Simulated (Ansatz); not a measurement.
Runs of Ansatz 0.2.0 on Pb. The structure is cubic, space group Fm-3m (No. 225). Conventional cell: a = 4.950 Å, b = 4.950 Å, c = 4.950 Å, α = 90.00°, β = 90.00°, γ = 90.00°. Around Pb (site symmetry m-3m) lie 12 Pb at 3.50 Å. 

```csv
task,level,spin,cell,k mesh,cutoff (eV),points for each segment of the path,mesh quality,gap on the mesh (eV),pressure (GPa),relaxed volume (Å³/atom)
relaxation of cell and atoms,PBE0,off,relaxed,5 × 5 × 5,420,-,coarse,none,0.0,(b)
band structure,RPBE,off,as given,9 × 9 × 9,420,14,not flagged,none,(a),-
band structure,r2SCAN,"SOC, no magnetisation",as given,7 × 7 × 7,500,14,not flagged,none,1.7,-
relaxation of cell and atoms,revPBE,off,relaxed,9 × 9 × 9,420,-,not flagged,none,0.0,32.75
relaxation of cell and atoms,RPBE,off,relaxed,9 × 9 × 9,420,-,not flagged,-,0.0,33.12
relaxation of cell and atoms,PBEsol+D3(BJ),off,relaxed,9 × 9 × 9,420,-,not flagged,none,0.0,28.50
band structure,r2SCAN,off,as given,9 × 9 × 9,500,14,not flagged,none,1.1,-
single point,PBE0,"SOC, no magnetisation",as given,4 × 4 × 4,420,-,coarse,none,0.0,-
band structure,PBEsol,"SOC, no magnetisation",as given,7 × 7 × 7,420,14,not flagged,none,-0.1,-
band structure,revPBE,off,as given,9 × 9 × 9,420,14,not flagged,none,3.4,-
relaxation of cell and atoms,BLYP,off,relaxed,9 × 9 × 9,420,-,not flagged,-,0.0,34.57
relaxation of cell and atoms,PBEsol+D4,off,relaxed,9 × 9 × 9,420,-,not flagged,-,0.0,29.16
```

Alike in all rows: potentials or basis Ansatz PAW; smearing fermi-dirac 0.05 eV.

Question: Estimate the missing entries.

Answer: (a) 3.9; (b) 30.60.

Caveats: some runs use coarse meshes; the PAW data sets come from PBE, with cores solved anew for the run's functional, which leaves a small shift of forces and pressure; the plane-wave basis is chosen anew once the cell has moved, so the energies of steps on either side of that aren't comparable (some runs); spin-orbit coupling is left out, which moves the levels of the heavy elements (some runs); pairwise dispersion overbinds metals, which lowers pressure and volume (some runs); the thresholds are loose for stress (some runs); the volume moved by +14 % from the deposited cell, more than functionals usually miss (some runs).

A k mesh can miss the band edges, and rows without SOC leave out spin-orbit coupling on Pb.

A gap of «none» marks a metal or a gap under the smearing width.

Runs at the PBE level aren't shown here.
